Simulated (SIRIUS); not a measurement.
# Pd (Fm-3m) in SIRIUS: further runs, part 3 of 3

SIRIUS 7.12.0. The steps go on from the part before.

## Step 8: Equation of state, PBE, 15.64 Å³/atom (volume scaled by 1.06)

The input, sirius.json:

```json
{
  "control": {
    "processing_unit": "cpu",
    "std_evp_solver_name": "lapack",
    "gen_evp_solver_name": "lapack",
    "verbosity": 2,
    "print_forces": false,
    "ortho_rf": true,
    "use_second_variation": true,
    "rmt_max": 3.0,
    "num_bands_to_print": 17,
    "save_wf": true
  },
  "parameters": {
    "electronic_structure_method": "full_potential_lapwlo",
    "xc_functionals": ["XC_GGA_X_PBE", "XC_GGA_C_PBE"],
    "core_relativity": "dirac",
    "valence_relativity": "iora",
    "num_fv_states": 17,
    "smearing": "fermi_dirac",
    "smearing_width": 0.0018374661,
    "pw_cutoff": 20,
    "gk_cutoff": 3.52,
    "lmax_apw": 10,
    "lmax_rho": 8,
    "lmax_pot": 8,
    "num_mag_dims": 0,
    "auto_rmt": 0,
    "ngridk": [12, 12, 12],
    "shiftk": [0, 0, 0],
    "num_dft_iter": 80,
    "energy_tol": 1e-07,
    "density_tol": 1e-05,
    "use_symmetry": true
  },
  "settings": {"tol_ne": 1e-10},
  "iterative_solver": {"type": "exact"},
  "mixer": {"type": "anderson", "beta": 0.5, "max_history": 8},
  "unit_cell": {
    "lattice_vectors": [[0.0, 3.7504947642, 3.7504947642], [3.7504947642, 0.0, 3.7504947642], [3.7504947642, 3.7504947642, 0.0]],
    "atom_types": ["Pd"],
    "atom_files": {"Pd": "Pd.json"},
    "atoms": {"Pd": [[0.0, 0.0, 0.0]]}
  }
}
```

The input, Pd.json:

```json
{
  "name": "palladium",
  "symbol": "Pd",
  "number": 46,
  "mass": 106.42,
  "rmin": 1e-06,
  "rmt": 2.5,
  "nrmt": 800,
  "rinf": 14.72,
  "core": "1s2s2p3s3p3d",
  "valence": [
    {"basis": [{"enu": 0.05, "dme": 0, "n": 0, "auto": 0}, {"enu": 0.05, "dme": 1, "n": 0, "auto": 0}]},
    {"l": 0, "n": 1, "basis": [{"enu": 0.15, "dme": 0, "n": 0, "auto": 0}]},
    {"l": 1, "n": 2, "basis": [{"enu": 0.15, "dme": 0, "n": 0, "auto": 0}]},
    {"l": 2, "n": 3, "basis": [{"enu": 0.15, "dme": 0, "n": 0, "auto": 0}]},
    {"l": 3, "n": 4, "basis": [{"enu": 0.15, "dme": 0, "n": 0, "auto": 0}]}
  ],
  "lo": [
    {"l": 0, "basis": [{"enu": 0.15, "dme": 0, "n": 0, "auto": 0}, {"enu": 0.15, "dme": 1, "n": 0, "auto": 0}]},
    {"l": 0, "basis": [{"enu": -2.82, "dme": 0, "n": 4, "auto": 1}, {"enu": -2.82, "dme": 1, "n": 4, "auto": 1}]},
    {"l": 0, "basis": [{"enu": -2.82, "dme": 1, "n": 4, "auto": 1}, {"enu": 0.15, "dme": 0, "n": 0, "auto": 0}]},
    {"l": 0, "basis": [{"enu": 0.15, "dme": 0, "n": 0, "auto": 0}, {"enu": 2.71, "dme": 0, "n": 0, "auto": 0}]},
    {"l": 1, "basis": [{"enu": 0.15, "dme": 0, "n": 0, "auto": 0}, {"enu": 0.15, "dme": 1, "n": 0, "auto": 0}]},
    {
      "l": 1,
      "basis": [{"enu": -1.5749, "dme": 0, "n": 4, "auto": 1}, {"enu": -1.5749, "dme": 1, "n": 4, "auto": 1}]
    },
    {
      "l": 1,
      "basis": [{"enu": -1.5749, "dme": 1, "n": 4, "auto": 1}, {"enu": 0.15, "dme": 0, "n": 0, "auto": 0}]
    },
    {"l": 1, "basis": [{"enu": 0.15, "dme": 0, "n": 0, "auto": 0}, {"enu": 3.094, "dme": 0, "n": 0, "auto": 0}]},
    {"l": 2, "basis": [{"enu": 0.15, "dme": 0, "n": 0, "auto": 0}, {"enu": 0.15, "dme": 1, "n": 0, "auto": 0}]},
    {"l": 2, "basis": [{"enu": 0.15, "dme": 1, "n": 0, "auto": 0}, {"enu": 0.15, "dme": 2, "n": 0, "auto": 0}]},
    {"l": 2, "basis": [{"enu": 0.15, "dme": 0, "n": 0, "auto": 0}, {"enu": 2.646, "dme": 0, "n": 0, "auto": 0}]},
    {"l": 3, "basis": [{"enu": 0.15, "dme": 0, "n": 0, "auto": 0}, {"enu": 0.15, "dme": 1, "n": 0, "auto": 0}]},
    {"l": 3, "basis": [{"enu": 0.15, "dme": 0, "n": 0, "auto": 0}, {"enu": 2.934, "dme": 0, "n": 0, "auto": 0}]}
  ],
  "free_atom": [... radial grid and density of the free atom, the start of the SCF ...]
}
```

The input, sirius_start.json:

```json
{
  "control": {
    "processing_unit": "cpu",
    "std_evp_solver_name": "lapack",
    "gen_evp_solver_name": "lapack",
    "verbosity": 1,
    "print_forces": false,
    "ortho_rf": true,
    "use_second_variation": true,
    "rmt_max": 3.0,
    "num_bands_to_print": 17,
    "save_wf": false
  },
  "parameters": {
    "electronic_structure_method": "full_potential_lapwlo",
    "xc_functionals": ["XC_LDA_X", "XC_LDA_C_PW"],
    "core_relativity": "dirac",
    "valence_relativity": "iora",
    "num_fv_states": 17,
    "smearing": "fermi_dirac",
    "smearing_width": 0.0055123983,
    "pw_cutoff": 20,
    "gk_cutoff": 2.82,
    "lmax_apw": 10,
    "lmax_rho": 8,
    "lmax_pot": 8,
    "num_mag_dims": 0,
    "auto_rmt": 0,
    "ngridk": [5, 5, 5],
    "shiftk": [0, 0, 0],
    "num_dft_iter": 30,
    "energy_tol": 0.01,
    "density_tol": 0.05,
    "use_symmetry": true
  },
  "settings": {"tol_ne": 1e-10},
  "iterative_solver": {"type": "exact"},
  "mixer": {"type": "anderson", "beta": 0.5, "max_history": 8},
  "unit_cell": {
    "lattice_vectors": [[0.0, 3.7504947642, 3.7504947642], [3.7504947642, 0.0, 3.7504947642], [3.7504947642, 3.7504947642, 0.0]],
    "atom_types": ["Pd"],
    "atom_files": {"Pd": "Pd.json"},
    "atoms": {"Pd": [[0.0, 0.0, 0.0]]}
  }
}
```

Command:

```bash
$ OMP_NUM_THREADS=1 sirius.scf --input=sirius_start.json --output=start.json
$ OMP_NUM_THREADS=1 sirius.scf --input=sirius.json --output=output.json --task=1
```

Wall time 18 s (1 thread of Intel Xeon 6975P-C (Granite Rapids), shared host); peak memory 0.31 GiB.

It converged, with:

| Quantity | Value |
| --- | --- |
| Free energy | -137337.2237 eV |
| Band gap on the k mesh | none (metal or under the smearing width) |
| All electrons inside the program's atomic spheres | Pd 44.80 (radii Pd 2.5 bohr) |

## Step 9: Equation of state, PBE

Potentials or basis: all-electron FP-LAPW, apw+lo standard.

This step only gathers the single runs of the series.

What came out:

```
Equilibrium volume                      : 15.28 Å³/atom
Bulk modulus                            : 163 GPa
Pressure derivative of the bulk modulus : 6.3 (rough: it moves with the points fitted)
```

Energy against volume, from the lowest point:
```tsv
volume (Å³/atom)	energy (meV/atom)
13.865	84.70
14.160	50.44
14.455	26.10
14.750	10.37
15.045	2.11
15.340	0.00
15.635	4.03
```

Caveat: the basis cutoff falls short for Ag, Pd and Pb here, so volumes come out up to a per cent or two small and moduli rough. PBE usually gives volumes a little too large and moduli too small.
